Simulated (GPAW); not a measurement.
Here is a GPAW 26.7.0 calculation.

File run.py:

```python
from ase.io import read
from gpaw import PW
from gpaw.dft import DFT

atoms = read('Cu.xyz')

dft = DFT(atoms,
          mode=PW(600),
          xc='PBE',
          kpts={'size': (13, 13, 13), 'gamma': True},
          occupations={'name': 'fermi-dirac', 'width': 0.05},
          nbands=14,
          convergence={'density': 1e-05, 'energy': 1e-05},
          maxiter=150,
          txt='gpaw.txt')
print(f'Energy: {dft.calculate_energy():.6f} eV')
print('Forces (eV/A):')
print(dft.calculate_forces().round(4))
print('Stress (eV/A^3):', dft.calculate_stress().round(6))
dft.write_gpw_file('gs.gpw')
```

Cu.xyz

```xyz
1
Lattice="0.0000000000 1.8075000000 1.8075000000 1.8075000000 0.0000000000 1.8075000000 1.8075000000 1.8075000000 0.0000000000" Properties=species:S:1:pos:R:3 pbc="T T T"
Cu     0.0000000000      0.0000000000      0.0000000000
```

Potentials or basis: GPAW PAW data sets (gpaw-data 1.2.1), pw.

Command:

```sh
$ OMP_NUM_THREADS=1 python run.py
```

Task: Predict the pressure.

Result: 3.1 GPa.

Task: What does it give for the band gap on the k mesh?

Result: None (metal or under the smearing width).

Caveat: with this Cu data set, volumes or pressures lay over 1.5 % or 2 GPa off other programs in two to four cells of ten.
